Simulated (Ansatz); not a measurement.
## A ladder of methods for CHF3 (trifluoromethane)

CHF3 has 5 atoms, charge 0, and is taken as a singlet. SMILES: `FC(F)F`. The coordinates come from a GFN2-xTB relaxation.

| atom | x (Å) | y (Å) | z (Å) |
| --- | --- | --- | --- |
| F | -0.6677 | -0.3324 | 1.0751 |
| C | 0.0190 | 0.0546 | 0.0068 |
| F | 1.0424 | -0.7749 | -0.1574 |
| F | -0.7713 | -0.0388 | -1.0564 |
| H | 0.3776 | 1.0915 | 0.1320 |

Each level gives the energy change with the F1–C2 bond stretched from 1.328 to 1.991 Å (eV). The values are calculated.

| level | kind | program | value (eV) | less FCI/STO-3G | CPU time (all runs) |
| --- | --- | --- | --- | --- | --- |
| SVWN5/STO-3G (restricted) | LDA | Ansatz | 2.64 | +0.45 | 2 s |
| BLYP/STO-3G (restricted) | GGA | Ansatz | 1.94 | -0.25 | 2.7 s |
| PBE0/STO-3G (restricted) | global hybrid | Ansatz | 2.87 | +0.68 | 2.5 s |
| wB97X/STO-3G (restricted) | range-separated hybrid | Ansatz | 2.96 | +0.77 | 11 s |
| MP2/STO-3G (restricted) | perturbation theory | Ansatz | 3.10 | +0.91 | 0.3 s |
| BCCD(T)/STO-3G (restricted) | coupled cluster or CI | Ansatz | 2.21 | +0.02 | 0.61 s |
| CCSDT(Q)/STO-3G (restricted) | coupled cluster or CI | Ansatz | 2.19 | 0.00 | 1.7 s |
| CCSDT/STO-3G (restricted) | coupled cluster or CI | Ansatz | 2.20 | +0.01 | 1.4 s |
| FCI/STO-3G | exact in the basis | Ansatz | 2.19 | 0.00 | 60 s |

FCI/STO-3G is exact within its basis and frozen core, so for wave-function methods in that basis the difference is their error; functionals converge differently with the basis, so for them it is only a difference. The first shape isn't each level's own minimum. The values span 1.94 to 3.10 eV. All rows use very small basis sets, so none should be taken for the real molecule's value. Times are those of the runs behind each value, whatever else they computed, on shared processors of several kinds: orders of magnitude only.

Stretching the C–F bond separates the coupled-cluster results sharply from second-order perturbation theory. BCCD(T), CCSDT and CCSDT(Q) all lie within 0.02 eV of FCI, whereas MP2 overestimates the energy rise by 0.91 eV. As the bond lengthens, the σ–σ* gap narrows and the σ² → σ*² double excitation gains weight. This left-right correlation is poorly described at second order, but coupled cluster recovers it by treating the doubles to infinite order and adding triples. The small shift from CCSDT to CCSDT(Q) suggests that connected quadruples matter little at this degree of stretching.

Among the functionals, BLYP gives the softest stretch, SVWN5 a stiffer one, and the two with exact exchange the stiffest. This is probably because semilocal exchange mimics some left-right correlation that restricted exact exchange lacks, although the correlation parts differ too. The close coupled-cluster agreement can't be carried over to full dissociation, where a restricted single-determinant reference becomes qualitatively wrong.
